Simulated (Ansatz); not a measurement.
Wanted: the native input for an Ansatz 0.2.0 run.

| Quantity | Value |
| --- | --- |
| Task | single point |
| Functional | PBE |
| Potentials or basis | all-electron LAPW, scalar-relativistic |
| Cutoff | 283 eV (chosen from the basis error) |
| Basis error allowed | 0.001 eV/atom |
| k mesh | 8 × 8 × 8 |
| Occupations | gaussian, width 0.016 eV |
| Spin | no spin polarisation |

CuI (Marshite):

```xyz
2
Lattice="0.0000 3.0315 3.0315 3.0315 0.0000 3.0315 3.0315 3.0315 0.0000" Properties=species:S:1:pos:R:3 pbc="T T T"
I     0.0000    0.0000    0.0000
Cu    4.5473    4.5473    4.5473
```

One way to write it, as run:

input.yaml

```yaml
crystal:
  lattice:
    - [0.0, 3.0315, 3.0315]
    - [3.0315, 0.0, 3.0315]
    - [3.0315, 3.0315, 0.0]
  atoms:
    - { symbol: I, position: [0.0, 0.0, 0.0] }
    - { symbol: Cu, position: [0.75, 0.75, 0.75] }
kpoints:
  mp_grid: { grid: [8, 8, 8] }
scf:
  occupations: { method: gaussian, width: 0.016 }
hamiltonian:
  xc: pbe
  pseudopotentials: { kind: all_electron, lapw: { basis_error: 0.001 } }
output:
  forces: true
  stress: true
  eigenvalues: true
```

Potentials or basis: all-electron LAPW, scalar-relativistic.

Command:

```sh
$ ansatz run input.yaml --threads 1 --pin off --max-ram 3072MiB --backend cpu --events-out ev --progress --plain --runs-dir out
```

Results of the run:

* Pressure: 0.3 GPa
* Band gap on the k mesh: 1.12 eV, direct

Caveat: spin-orbit coupling is left out, which moves the levels of the heavy elements.

Run time: 26 s on 1 thread of Intel(R) Xeon(R) Processor @ 2.70GHz, with other jobs on the host, peak memory 0.33 GiB.
